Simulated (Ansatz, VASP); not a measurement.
**One calculation of SiC4, two programs**

```xyz
5
Lattice="-2.1933 2.1933 2.1933 2.1933 -2.1933 2.1933 2.1933 2.1933 -2.1933" Properties=species:S:1:pos:R:3 pbc="T T T"
Si    0.0000    0.0000    0.0000
C     1.0967    1.0967   -1.0967
C    -1.0967    1.0967    1.0967
C     1.0967   -1.0967    1.0967
C     1.0967    1.0967    1.0967
```

Change from the starting cell: species swapped into the Hg4Pt type (Im-3m, No. 229).

Alike in both runs: functional PBE; k mesh 6 × 6 × 6; occupations gaussian, width 0.1 eV; no spin polarisation.

Ansatz relaxed the structure, and its values are those at the end. VASP's run is a single point on that final structure, the one shown.

|  | VASP | Ansatz |
| --- | --- | --- |
| version | VASP 6.6.1 | Ansatz 0.2.0 |
| potentials or method | VASP PAW PBE potentials, release 64 (Si, C) | scalar-relativistic, plane waves, PAW |
| plane-wave cutoff (eV) | 520 | 420 |
| valence electrons in the cell | 20 | 20 |

```csv
,VASP,Ansatz,Ansatz less VASP
gap on the k mesh at the Fermi level (eV),none,none,-
pressure (GPa),-0.6,-0.3,+0.23
```

A gap of «none» marks a metal or a gap that the smearing closes.
